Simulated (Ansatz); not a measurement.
The system is MnAs.

```
As Mn
1.0
     3.71000    0.00000    0.00000
    -1.85500    3.21295    0.00000
     0.00000    0.00000    5.69100
As Mn
2 2
Cartesian
  1.8550 1.0710 4.2683
  0.0000 2.1420 1.4227
  0.0000 0.0000 2.8455
  0.0000 0.0000 0.0000
```

| Item | Value |
| --- | --- |
| Program | Ansatz 0.2.0 |
| Task | relaxation of cell and atoms |
| Functional | PBE |
| Potentials or basis | Ansatz PAW |
| Cutoff | 420 eV (not typed: the program's choice for these potentials) |
| k mesh | 8 × 8 × 5 |
| Occupations | fermi-dirac, width 0.05 eV |
| Spin | collinear spin, ferromagnetic start |
| Starting moments | [0.0, 0.0, 4.0, 4.0] μB |

At the start: volume 16.96 Å³/atom.

Problem. How do energy, volume and symmetry change on relaxing?

Solution. It ends after 7 steps and the volume is 15.86 Å³/atom (-6.5 %); space group P6_3/mmc (No. 194, to 0.05 Å); moment 5.60 μB per cell.

The path:
```
step  energy change (eV)  largest force (eV/Å)  volume (Å³)
   1              0.0000                0.0000        67.84
   2             -0.0469                0.0000        65.59
   3             -0.0581                0.0000        63.86
   4             -0.0590                0.0000        63.32
   5             -0.0590                0.0000        63.46
   6             -0.0590                0.0000        63.45
   7             -0.0579                0.0000        63.45
```

Final structure:
```
As Mn
1.0
     3.65198    0.00000    0.00000
    -1.82599    3.16271    0.00000
     0.00000    0.00000    5.49324
As Mn
2 2
Cartesian
  1.8260 1.0542 4.1199
  0.0000 2.1085 1.3733
  0.0000 0.0000 2.7466
  0.0000 0.0000 0.0000
```

Caveat: the plane-wave basis is chosen anew once the cell has moved, so the energies of steps on either side of that aren't comparable; only a ferromagnetic start was run, and an antiferromagnetic order may lie lower in energy.
